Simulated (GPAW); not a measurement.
Input of a GPAW 26.7.0 run:

Contents of run.py:

```python
from ase.dft.bandgap import bandgap
from ase.io import read, write
from ase.units import GPa
from gpaw import GPAW, PW

atoms = read('PbS.xyz')

calc = GPAW(mode=PW(450),
            xc='LDA',
            kpts={'size': (6, 6, 6), 'gamma': True},
            occupations={'name': 'fermi-dirac', 'width': 0.05},
            nbands=19,
            maxiter=120,
            txt='gpaw.txt')
atoms.calc = calc
energy = atoms.get_potential_energy()
forces = atoms.get_forces()
stress = atoms.get_stress()
calc.write('gs.gpw')
write('result.traj', atoms)
print(f'Energy: {energy:.6f} eV')
print('Forces (eV/A):')
print(forces.round(4))
print('Stress (GPa):', (stress / GPa).round(3))
print('Fermi level:', round(calc.get_fermi_level(), 4), 'eV')
print(f'Gap: {bandgap(calc)[0]:.4f} eV, direct: {bandgap(calc, direct=True)[0]:.4f} eV')
```

PbS.xyz

```xyz
2
Lattice="0.0000000000 2.9657500000 2.9657500000 2.9657500000 0.0000000000 2.9657500000 2.9657500000 2.9657500000 0.0000000000" Properties=species:S:1:pos:R:3 pbc="T T T"
Pb     0.0000000000      0.0000000000      0.0000000000
S      2.9657500000      2.9657500000      2.9657500000
```

Potentials or basis: the program's PAW data sets (release 1.2.1) made for this functional, pw.

The run is started by

```sh
$ OMP_NUM_THREADS=1 python run.py
```

Problem. Estimate the band gap on the k mesh.

Solution. 0.19 eV, direct.

Problem. What does it give for the pressure?

Solution. -3.6 GPa.

Caveat: the cutoff is short for stress and forces, so pressures can be off by a GPa or more; spin-orbit coupling is left out, which as a rule narrows the gap of such compounds by several tenths of an eV. A k mesh can miss the band edges.
